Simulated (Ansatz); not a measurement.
Crystal: TiSe.

```
Ti Se
1.0
     3.20359    0.00000    0.00000
     0.00000    3.20359    0.00000
     0.00000    0.00000    3.20359
Ti Se
1 1
Direct
  0.00000 0.00000 0.00000
  0.50000 0.50000 0.50000
```

The cell was built by a generator and needn't be a form met in nature.

* Program: Ansatz 0.2.0
* Task: relaxation of cell and atoms
* Functional: HF
* Potentials or basis: Ansatz PAW
* Cutoff: 420 eV (not typed: the program's choice for these potentials)
* k mesh: 4 × 4 × 4
* Occupations: fermi-dirac, width 0.05 eV
* Spin: no spin polarisation

At the start: volume 16.44 Å³/atom.

**Question.** How do energy, volume and symmetry change on relaxing?

**Answer.** It ends after 5 steps and the volume is 17.60 Å³/atom (+7.1 %); space group Pm-3m (No. 221, to 0.05 Å).

Step by step:
```
step  energy change (eV)  largest force (eV/Å)  volume (Å³)
   1              0.0000                0.0000        32.88
   2             -0.0131                0.0000        37.37
   3             -0.0574                0.0000        35.44
   4             -0.0582                0.0000        35.20
   5             -0.0609                0.0000        35.20
```

Final structure:
```yaml
crystal:
  lattice:
    - [3.27743, 0.00000, 0.00000]
    - [0.00000, 3.27743, 0.00000]
    - [0.00000, 0.00000, 3.27743]
  atoms:
    - { symbol: Ti, position: [0.00000, 0.00000, 0.00000] }
    - { symbol: Se, position: [0.50000, 0.50000, 0.50000] }
```

Caveat: the k mesh is coarse (spacing up to 0.49 Å⁻¹), so the values aren't converged, least of all with exact exchange; the plane-wave basis is chosen anew once the cell has moved, so the energies of steps on either side of that aren't comparable; the PAW data sets come from PBE, with cores solved anew for the run's functional, which leaves a small shift of forces and pressure.
